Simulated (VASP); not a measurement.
Write the native input for VASP 6.6.1 that does the following.

```
Task                               : single point
Functional                         : PBE-based screened hybrid
Potentials or basis                : VASP PAW PBE potentials, release 64 (Si, C)
Cutoff                             : 520 eV
k mesh                             : 4 × 4 × 4
Occupations                        : fermi-dirac, width 0.02 eV
Spin                               : no spin polarisation
Dipole correction                  : no
Exchange at q = 0                  : truncated
Grid for exact exchange (PRECFOCK) : Normal
Share of exact exchange            : 0.35
Screening parameter                : 0.2078
Further INCAR settings             : ALGO = Normal; EDIFF = 1e-06; NBANDS = 11
```

Crystal: SiC.

```xyz
2
Lattice="2.6201 0.0000 0.0000 0.0000 2.6201 0.0000 0.0000 0.0000 2.6201" Properties=species:S:1:pos:R:3 pbc="T T T"
Si    0.0000    0.0000    0.0000
C     1.3101    1.3101    1.3101
```

The cell was built by a generator and needn't be a form met in nature.

These files were run (other wordings do the same):

POSCAR

```
SiC
1.0
    2.6201228660      0.0000000000      0.0000000000
    0.0000000000      2.6201228660      0.0000000000
    0.0000000000      0.0000000000      2.6201228660
Si C
1 1
Direct
    0.0000000000      0.0000000000      0.0000000000
    0.5000000000      0.5000000000      0.5000000000
```

INCAR.step1

```
PREC = Accurate ; ENCUT = 520
EDIFF = 1E-5 ; ISMEAR = -1
SIGMA = 0.02 ; LREAL = F
LASPH = T ; NELM = 100
ALGO = Normal ; ISIF = 2
LWAVE = T ; LCHARG = F
NBANDS = 11 ; GGA = PE
```

INCAR.step2

```
PREC = Accurate ; ENCUT = 520
EDIFF = 1E-6 ; ISMEAR = -1
SIGMA = 0.02 ; LREAL = F
LASPH = T ; NELM = 100
ALGO = Normal ; ISIF = 2
LWAVE = F ; LCHARG = F
GGA = PE ; LHFCALC = T
AEXX = 0.35 ; HFSCREEN = 0.2078
PRECFOCK = Normal ; NBANDS = 11
ISTART = 1
```

KPOINTS

```
Automatic mesh
0
Gamma
  4 4 4
```

Potentials or basis: VASP PAW PBE potentials, release 64 (Si, C).

Command:

```sh
$ cat potpaw_PBE.64/Si/POTCAR potpaw_PBE.64/C/POTCAR > POTCAR
$ cp INCAR.step1 INCAR
$ mpirun -np 1 vasp_std > vasp.out
$ cp INCAR.step2 INCAR
$ mpirun -np 1 vasp_std > vasp.out
```

Results of the run:

| Item | Value |
| --- | --- |
| Pressure | -7.0 GPa |
| Band gap on the k mesh | none (metal or under the smearing width) |

Caveat: the k mesh is coarse (spacing up to 0.60 Å⁻¹), so the values aren't converged; the PAW data sets were made with another functional, which shifts forces and pressure a little.

It took 29 s on 1 thread of Intel(R) Xeon(R) Platinum 8559C (Emerald Rapids), with other jobs on the host, peak memory 0.22 GiB.
